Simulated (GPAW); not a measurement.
Runs of GPAW 26.7.0 on Si2Ni. It takes space group Fm-3m (No. 225, cubic). The conventional cell has a = 5.406 Å, b = 5.406 Å, c = 5.406 Å, α = 90.00°, β = 90.00°, γ = 90.00°. Around Ni (site symmetry m-3m) lie 8 Si at 2.34 Å. Si (site symmetry -43m) is surrounded by 4 Ni at 2.34 Å. 

| task | level | potentials or basis | spin | U | cell | k mesh | cutoff (eV) | smearing | U projector left unscaled | older calculator (legacy_gpaw) | maxiter | k mesh for the DOS | dos width | grid spacing | other keys | gap on the mesh (eV) | pressure (GPa) | moment (μB) |
| --- | --- | --- | --- | --- | --- | --- | --- | --- | --- | --- | --- | --- | --- | --- | --- | --- | --- | --- |
| density of states | RPBE+D3(BJ)+U | the program's PAW data sets (release 1.2.1) made for this functional, lcao:dzp | collinear, ferromagnetic start | Ni d U = 6.2 eV | as given | 7 × 7 × 7 | - | fermi-dirac 0.05 eV | no | yes | 100 | 10 × 10 × 10 | 0.1 eV | 0.16 Å | several, not listed | none | - | 0.00 |
| density of states | PBE+D4+U | GPAW PAW data sets (gpaw-data 1.2.1), other valence, pw | collinear, ferromagnetic start | Ni d U = 6.2 eV | volume scaled by 0.92 | 9 × 9 × 9 | 600 | fermi-dirac 0.1 eV | no | - | 80 | 13 × 13 × 13 | 0 eV | - | several, not listed | none | 10.6 | 0.00 |
| single point | WC | PAW data sets generated in the run's folder for this functional, pw | collinear, random start | - | as given | 9 × 9 × 9 | 600 | fermi-dirac 0.05 eV | - | - | 150 | - | - | - | - | none | (a) | 0.00 |
| relaxation of cell and atoms | WC+U | PAW data sets generated in the run's folder for this functional, pw | off | Ni d U = 6.2 eV | relaxed to 20 GPa | 7 × 7 × 7 | 600 | fermi-dirac 0.05 eV | no | - | 150 | - | - | - | - | none | 20.0 | - |

Problem. Fill in the values left out.

Solution. (a) 0.9.

Caveats: the U is typed as a test and isn't derived for this compound (some runs); pairwise dispersion overbinds metals, which lowers pressure and volume (some runs); the stock nickel data set gives pressures a few GPa off other programs (some runs); the basis of atomic orbitals isn't converged, which shifts pressures, moduli and gaps (some runs); later steps reuse the first step's grids (some runs); U without spin polarisation on a metal has little footing (some runs).

A gap of «none» marks a metal or a gap under the smearing width.

The runs don't all hold the same shells in valence.
